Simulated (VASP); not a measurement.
# TaN (Fm-3m) in VASP: notebook, part 2 of 2

VASP 6.6.1.

**4. Relaxation of cell and atoms, RPBE**

INCAR

```
ALGO = Normal ; EDIFF = 1E-7
EDIFFG = -0.005 ; ENCUT = 600
GGA = RP ; IBRION = 2
ISIF = 3 ; ISMEAR = 0
LASPH = True ; LCHARG = False
LREAL = False ; LWAVE = False
NELM = 60 ; NSW = 90
PREC = Accurate ; SIGMA = 0.1
```

KPOINTS

```
k-points
0
Gamma
  16 16 16
```

POSCAR

```
TaN
1.0
    0.0000000000      2.2113230000      2.2113230000
    2.2113230000      0.0000000000      2.2113230000
    2.2113230000      2.2113230000      0.0000000000
Ta N
1 1
Direct
    0.5000000000      0.5000000000      0.5000000000
    0.0000000000      0.0000000000      0.0000000000
```

Potentials or basis: VASP PAW PBE potentials, release 64 (Ta_pv, N).

Launch:

```sh
$ cat potpaw_PBE.64/Ta_pv/POTCAR potpaw_PBE.64/N/POTCAR > POTCAR
$ mpirun -np 1 vasp_std > vasp.out
```

OUTCAR:

```text
EDIFF = 1E-7
   EDIFFG = -0.005
   ENCUT = 600
   GGA = RP
   IBRION = 2
   ISIF = 3
   ISMEAR = 0
   LASPH = True
   LREAL = False
   NELM = 60
   NSW = 90
   PREC = Accurate

 ion  position               nearest neighbor table
   1  0.500  0.500  0.500-   2 2.21   2 2.21   2 2.21   2 2.21   2 2.21   2 2.21
   2  0.000  0.000  0.000-   1 2.21   1 2.21   1 2.21   1 2.21   1 2.21   1 2.21

  LATTYP: Found a face centered cubic cell.
 ALAT       =     4.4226460000

  Lattice vectors:

 A1 = (   0.0000000000,   2.2113230000,   2.2113230000)
 A2 = (   2.2113230000,   0.0000000000,   2.2113230000)
 A3 = (   2.2113230000,   2.2113230000,   0.0000000000)

Analysis of symmetry for initial positions (statically):
=====================================================================
 Subroutine PRICEL returns:
 Original cell was already a primitive cell.

 Routine SETGRP: Setting up the symmetry group for a
 face centered cubic supercell.

 Subroutine GETGRP returns: Found 48 space group operations
 (whereof 48 operations were pure point group operations)
 out of a pool of 48 trial point group operations.

The static configuration has the point symmetry O_h .

Analysis of symmetry for dynamics (positions and initial velocities):
=====================================================================
 Subroutine PRICEL returns:
 Original cell was already a primitive cell.

 Routine SETGRP: Setting up the symmetry group for a
 face centered cubic supercell.

 Subroutine GETGRP returns: Found 48 space group operations
 (whereof 48 operations were pure point group operations)
 out of a pool of 48 trial point group operations.

The dynamic configuration has the point symmetry O_h .

 Subroutine INISYM returns: Found 48 space group operations
 (whereof 48 operations are pure point group operations),
 and found     1 'primitive' translations

----------------------------------------------------------------------------------------

                                     Primitive cell

  volume of cell :      21.6265

  direct lattice vectors                    reciprocal lattice vectors
     0.000000000  2.211323000  2.211323000    -0.226108985  0.226108985  0.226108985
     2.211323000  0.000000000  2.211323000     0.226108985 -0.226108985  0.226108985
     2.211323000  2.211323000  0.000000000     0.226108985  0.226108985 -0.226108985

  length of vectors
     3.127282977  3.127282977  3.127282977     0.391632251  0.391632251  0.391632251

  position of ions in fractional coordinates (direct lattice)
     0.500000000  0.500000000  0.500000000
     0.000000000  0.000000000  0.000000000

  ion indices of the primitive-cell ions
   primitive index   ion index
                 1           1
                 2           2

----------------------------------------------------------------------------------------

 KPOINTS: k-points

Automatic generation of k-mesh.
 Grid dimensions read from file:
 generate k-points for:   16   16   16

 Generating k-lattice:

  Cartesian coordinates                     Fractional coordinates (reciprocal lattice)
    -0.014131812  0.014131812  0.014131812     0.062500000  0.000000000  0.000000000
     0.014131812 -0.014131812  0.014131812     0.000000000  0.062500000  0.000000000
     0.014131812  0.014131812 -0.014131812     0.000000000  0.000000000  0.062500000

  Length of vectors
     0.024477016  0.024477016  0.024477016

  Shift w.r.t. Gamma in fractional coordinates (k-lattice)
     0.000000000  0.000000000  0.000000000
[... 51 lines left out ...]
   EDIFF  = 0.1E-06   stopping-criterion for ELM
   LREAL  =      F    real-space projection
   EDIFFG = -.5E-02   stopping-criterion for IOM
   NSW    =     90    number of steps for IOM
   IBRION =      2    ionic relax: 0-MD 1-quasi-New 2-CG
   NFREE  =      1    steps in history (QN), initial steepest desc. (CG)
   ISIF   =      3    stress and relaxation
   ISYM   =      2    0-nonsym 1-usesym 2-fastsym
   POTIM  = 0.5000    time-step for ionic-motion
   TEBEG  =    0.0;   TEEND  =   0.0 temperature during run
   PSTRESS=    0.0 pullay stress
   NELECT =      16.0000    total number of electrons
   NUPDOWN=      -1.0000    fix difference up-down
   EMIN   =  10.00;   EMAX   =-10.00  energy-range for DOS
   EFERMI =   0.00;   METHOD = LEGACY
   ISMEAR =     0;   SIGMA  =   0.10  broadening in eV -4-tet -1-fermi 0-gaus
   EFERMI_NEDOS =   21; number of points for ismear=-14 and -15
   IALGO  =     38    algorithm
   IMIX   =      4    mixing-type and parameters
     AMIX     =   0.40;   BMIX     =  1.00
     AMIX_MAG =   1.60;   BMIX_MAG =  1.00
  volume/ion in A,a.u.               =      10.81        72.97
  Fermi-wavevector in a.u.,A,eV,Ry     =   1.480651  2.798024 29.828417  2.192327
  Thomas-Fermi vector in A             =   2.594659
   LORBIT       =      0    0 simple, 1 ext, 2 COOP (PROOUT), +10 PAW based schemes
   GGA     = RP    functional components
   LHFCALC =     F    Hartree Fock is set to
   AEXX    =    0.0000 exact exchange contribution
   IVDW    =     0    specifies the selected vdW correction
   LEPSILON=     F    determine dielectric tensor
   LRPA    =     F    only Hartree local field effects (RPA)
 conjugate gradient relaxation of ions
 non-spin polarized calculation
 Gauss-broadening in eV      SIGMA  =   0.10
  energy-cutoff  :      600.00
  volume of cell :       21.63
 maximum number of plane-waves:       740
 NGX is ok and might be reduce to    28
   NGX = 13   NGY = 13   NGZ = 13

--------------------------------------- Ionic step        1  -------------------------------------------

 number of electron      15.9999999 magnetization

 Free energy of the ion-electron system (eV)
  ---------------------------------------------------
  ext. energy  EPLUGINS =         0.00000000
  ---------------------------------------------------
  free energy    TOTEN  =       -20.78138344 eV

  energy without entropy =      -20.77556891  energy(sigma->0) =      -20.77847617

------------------------ aborting loop because EDIFF is reached ----------------------------------------

  FORCE on cell =-STRESS in cart. coord.  units (eV):
  Direction    XX          YY          ZZ          XY          YZ          ZX
  --------------------------------------------------------------------------------------
  -------------------------------------------------------------------------------------
  Total        0.5579287      0.5579287      0.5579287      0.0000000      0.0000000      0.0000000
  in kB       41.3335504     41.3335504     41.3335504      0.0000000      0.0000000      0.0000000
  external PRESSURE =      41.3335504 kB  Pullay stress =       0.0000000 kB
[... 59 lines left out ...]
--------------------------------------- Ionic step        3  -------------------------------------------

 number of electron      15.9999999 magnetization

 Free energy of the ion-electron system (eV)
  ---------------------------------------------------
  ext. energy  EPLUGINS =         0.00000000
  ---------------------------------------------------
  free energy    TOTEN  =       -20.78490085 eV

  energy without entropy =      -20.77900952  energy(sigma->0) =      -20.78195518

 E-fermi :   9.3152     XC(G=0): -13.2093

 val. band max:        9.3093435502   @ k =  -0.2500   0.3750   0.1250
 cond. band min:       9.3206857016   @ k =  -0.3125   0.3125   0.1250
 fundamental gap:      0.0113421514
 Fermi energy:         9.3152219552

 k-point     1 :       0.0000    0.0000    0.0000
  band No.  band energies     occupation
      1     -26.5555      2.00000
      2     -26.5555      2.00000
      3     -26.5555      2.00000
      4      -9.3703      2.00000
      5       5.5682      2.00000
      6       5.5682      2.00000
      7       5.5682      2.00000
      8       7.3031      2.00000
      9       7.3031      2.00000
     10       7.3031      2.00000
     11       9.3923      0.27577
     12       9.3923      0.27576
[... 331 lines left out ...]
 k-point    24 :      -0.0625    0.0625    0.0000
  band No.  band energies     occupation
      1     -26.6293      2.00000
      2     -26.5752      2.00000
      3     -26.5576      2.00000
      4      -9.1384      2.00000
      5       4.3835      2.00000
      6       4.7218      2.00000
      7       5.0496      2.00000
      8       7.4714      2.00000
      9       7.6719      2.00000
     10       7.9721      2.00000
     11       9.7664      0.00000
     12      10.6156      0.00000

 [... further k-points ...]

------------------------ aborting loop because EDIFF is reached ----------------------------------------

  FORCE on cell =-STRESS in cart. coord.  units (eV):
  Direction    XX          YY          ZZ          XY          YZ          ZX
  --------------------------------------------------------------------------------------
  -------------------------------------------------------------------------------------
  Total       -0.0029888     -0.0029888     -0.0029888     -0.0000000      0.0000000      0.0000000
  in kB       -0.2186043     -0.2186043     -0.2186043     -0.0000000      0.0000000      0.0000000
  external PRESSURE =      -0.2186043 kB  Pullay stress =       0.0000000 kB
[... 17 lines left out ...]
  FREE ENERGIE OF THE ION-ELECTRON SYSTEM (eV)
  ---------------------------------------------------
  free  energy   TOTEN  =       -20.7849008465 eV

  energy  without entropy=      -20.7790095190  energy(sigma->0) =      -20.78195518

 reached required accuracy - stopping structural energy minimisation
```

OSZICAR:

```text
N       E                     dE             d eps       ncg     rms          rms(c)
DAV:   1     0.961260054830E+02    0.96126E+02   -0.10052E+04  3480   0.157E+03
DAV:   2    -0.194038120505E+02   -0.11553E+03   -0.10930E+03  3908   0.360E+02
DAV:   3    -0.237000075310E+02   -0.42962E+01   -0.41503E+01  4496   0.643E+01
[... 27 lines left out ...]
DAV:   3    -0.207847333997E+02    0.10761E-01   -0.33288E-02  3968   0.207E+00    0.192E-01
DAV:   4    -0.207848483722E+02   -0.11497E-03   -0.32991E-04  4212   0.220E-01    0.954E-02
DAV:   5    -0.207848992865E+02   -0.50914E-04   -0.82507E-05  4408   0.939E-02    0.164E-02
DAV:   6    -0.207849015062E+02   -0.22197E-05   -0.28013E-06  4068   0.198E-02    0.630E-03
DAV:   7    -0.207849007591E+02    0.74704E-06   -0.62793E-07  3952   0.734E-03    0.227E-03
DAV:   8    -0.207849008465E+02   -0.87323E-07   -0.10357E-07  1860   0.312E-03
   3 F= -.20784901E+02 E0= -.20781955E+02  d E =-.351741E-02
```

Run time: 67 s. Hardware: 1 thread of Intel Xeon Platinum 8488C (Sapphire Rapids), shared host; peak memory 0.2 GiB.

Results:

```
Free energy                            : -20.7849 eV
Relaxed volume                         : 10.95 Å³/atom
Relaxed cell                           : a = 3.141 Å, b = 3.141 Å, c = 3.141 Å, α = 60.00°, β = 60.00°, γ = 60.00°
Space group after relaxing (to 0.05 Å) : Fm-3m (No. 225)
Energy gained by relaxing              : 1.8 meV/atom
Ionic steps                            : 3
Pressure after relaxing                : 0.0 GPa
Band gap on the k mesh                 : none (metal or under the smearing width)
```

Step by step:
| step | energy change (eV) | largest force (eV/Å) | pressure (GPa) | volume (Å³) |
| --- | --- | --- | --- | --- |
| 1 | 0.0000 | 0.0000 | 4.13 | 21.63 |
| 2 | 0.0123 | 0.0000 | -8.11 | 22.51 |
| 3 | -0.0035 | 0.0000 | -0.02 | 21.91 |

Final structure:
```cif
data_structure
_symmetry_space_group_name_H-M 'P 1'
_symmetry_Int_Tables_number 1
_cell_length_a 3.1407
_cell_length_b 3.1407
_cell_length_c 3.1407
_cell_angle_alpha 60.000
_cell_angle_beta 60.000
_cell_angle_gamma 60.000
_cell_volume 21.91
loop_
_atom_site_label
_atom_site_type_symbol
_atom_site_fract_x
_atom_site_fract_y
_atom_site_fract_z
_atom_site_occupancy
Ta1 Ta 0.50000 0.50000 0.50000 1
N1 N 0.00000 0.00000 0.00000 1
```

Caveat: the PAW data sets were made with another functional, which shifts forces and pressure a little. The run has no spin-orbit coupling, so splittings on Ta are missing.

**5. Summary**

| level | potentials or basis | cutoff (eV) | gap on the mesh (eV) | pressure (GPa) | relaxed volume (Å³/atom) |
| --- | --- | --- | --- | --- | --- |
| PBEsol | VASP PAW PBE potentials, release 64 (Ta, N) | 580 | none | 0.0 | 10.48 |
| PBEsol | VASP PAW PBE potentials, release 64 (Ta_pv, N_s) | 480 | none | 0.0 | 10.50 |
| RPBE | VASP PAW PBE potentials, release 64 (Ta_pv, N) | 600 | none | 0.0 | 10.95 |

Alike in all rows: task relaxation of cell and atoms; no spin polarisation; cell relaxed; k mesh 16 × 16 × 16; smearing gaussian 0.1 eV.

Caveats: the PAW data sets were made with another functional, which shifts forces and pressure a little.

Absolute energies hang on the potentials; compare differences alone.
